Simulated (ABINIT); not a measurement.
Ca:

```xyz
1
Lattice="-2.2400 2.2400 2.2400 2.2400 -2.2400 2.2400 2.2400 2.2400 -2.2400" Properties=species:S:1:pos:R:3 pbc="T T T"
Ca    0.0000    0.0000    0.0000
```

This isn't the form of Ca at room conditions, which is fcc.

* Program: ABINIT 10.8.3 (patched build)
* Task: single point
* Functional: PBE
* Potentials or basis: JTH PAW PBE v2.0
* Cutoff: 517 eV
* k mesh: 8 × 8 × 8
* Occupations: fermi-dirac, width 0.05 eV
* Spin: no spin polarisation

On this cell: pressure -1.1 GPa; band gap on the k mesh none (metal or under the smearing width).

The same run follows on a disturbed copy (cell strained at random at fixed volume):

```
Ca
1.0
    -2.25163    2.21383    2.23487
     2.21603   -2.23722    2.22267
     2.28387    2.26947   -2.25827
Ca
1
Direct
  0.01023 0.00536 0.01779
```

Problem. What changes?

Solution. The energy (extrapolated to zero smearing) moves by +0.7 meV/atom; pressure -1.1 GPa; band gap on the k mesh none (metal or under the smearing width).

Stress tensor (GPa, compression positive):
```
-1.12 -0.17  0.18
-0.17 -1.13  0.11
 0.18  0.11 -1.15
```

Caveats: the cell was measured hot, at 740 K.
